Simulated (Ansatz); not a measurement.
SiC (zincblende): gap against strain (xy shear, engineering strain (angle))

SiC built on the zincblende prototype, relaxed with r2SCAN in the plane-wave code Ansatz, then strained (xy shear, engineering strain (angle); angles, axes as in the cell below) with the atoms relaxed again within the symmetry that is left. The symmetry is F-43m (No. 216, cubic); a = 4.356 Å in the conventional setting, 10.33 Å³ an atom. Around Si lie 4 C at 1.89 Å; around C lie 4 Si at 1.89 Å. Spin-unpolarised throughout; all numbers are computed.

```
CELL_PARAMETERS angstrom
0.00000 2.17805 2.17805
2.17805 0.00000 2.17805
2.17805 2.17805 0.00000
ATOMIC_POSITIONS crystal
Si 0.00000 0.00000 0.00000
C 0.25000 0.25000 0.25000
```

Gaps are the least over each mesh (PBE 10×10×10, r2SCAN 10×10×10, HSE06 8×8×8 when unstrained) and the special points, which keep their unstrained names; stress is the change from the unstrained cell, compression positive.

```tsv
strain (%)	gap, PBE (eV)	gap, r2SCAN (eV)	gap, HSE06 (eV)	edges, HSE06	xy stress, r2SCAN (GPa)	energy rise, r2SCAN (meV/atom)
-5.91	0.897	1.233	1.764	Γ → X	+15.48	29.5
-4.87	1.003	1.343	1.871	Γ → X	+12.74	20.0
-1.62	1.268	1.619	2.137	Γ → X	+4.23	2.2
0.0	1.358	1.713	2.227	Γ → X	0.00	0.0
+4.16	1.069	1.413	1.938	Γ → X	-10.88	14.6
+4.52	1.036	1.378	1.904	Γ → X	-11.83	17.2
```

The meshes of the hybrids are coarse, so their gaps aren't converged to the digits shown.
